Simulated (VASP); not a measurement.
**Hf: relaxation of cell and atoms with PBEsol**

The system is Hf.

```
Hf
1.0
    -1.54461    1.54461    1.54461
     1.54461   -1.54461    1.54461
     1.54461    1.54461   -1.54461
Hf
1
Direct
  0.00000 0.00000 0.00000
```

This isn't the form of Hf at room conditions, which is hcp.

```yaml
Program: VASP 6.6.1
Task: relaxation of cell and atoms
Functional: PBEsol
Potentials_or_basis: VASP PAW PBE potentials, release 64 (Hf_pv)
Cutoff: 520 eV
k_mesh: 6 × 6 × 6
Occupations: gaussian, width 0.1 eV
Spin: no spin polarisation
Target_pressure: 75 GPa
Further_INCAR_settings: ALGO = Normal; EDIFF = 1e-07; IBRION = 2; EDIFFG = -0.002; NSW = 80; ISIF = 3
Target_pressure: 75 GPa
```

- Pressure after relaxing: 75.0 GPa
- Band gap on the k mesh: none (metal or under the smearing width)

Final structure:
```
Hf
1.0
    -1.54461    1.54461    1.54461
     1.54461   -1.54461    1.54461
     1.54461    1.54461   -1.54461
Hf
1
Direct
  0.00000 0.00000 0.00000
```

Levels at points of the mesh, in eV from the Fermi level:
```tsv
k point	band 1	band 2	band 3	band 4	band 5	band 6	band 7	band 8	band 9
(0.00, 0.00, 0.00)	-28.11	-28.11	-28.11	-8.00	1.70	1.70	1.70	5.88	5.88
(0.50, 0.00, 0.00)	-31.05	-29.00	-28.17	-4.94	-1.58	3.91	6.14	7.60	12.10
(0.50, 0.50, 0.50)	-30.06	-30.06	-30.06	-4.93	-4.93	10.49	10.49	10.49	11.72
```

Wall time 3.1 s on 1 thread of AMD EPYC 7R13 Processor (Zen 3) (shared host), peak memory 0.09 GiB.

Caveat: the k mesh is coarse (spacing up to 0.48 Å⁻¹), so the values aren't converged; the relaxation stopped at its first step, so nothing moved; the cell is relaxed towards a set pressure, so the enthalpy falls and the energy may rise; the PAW data sets were made with another functional, which shifts forces and pressure a little. The run has no spin-orbit coupling, so splittings on Hf are missing.
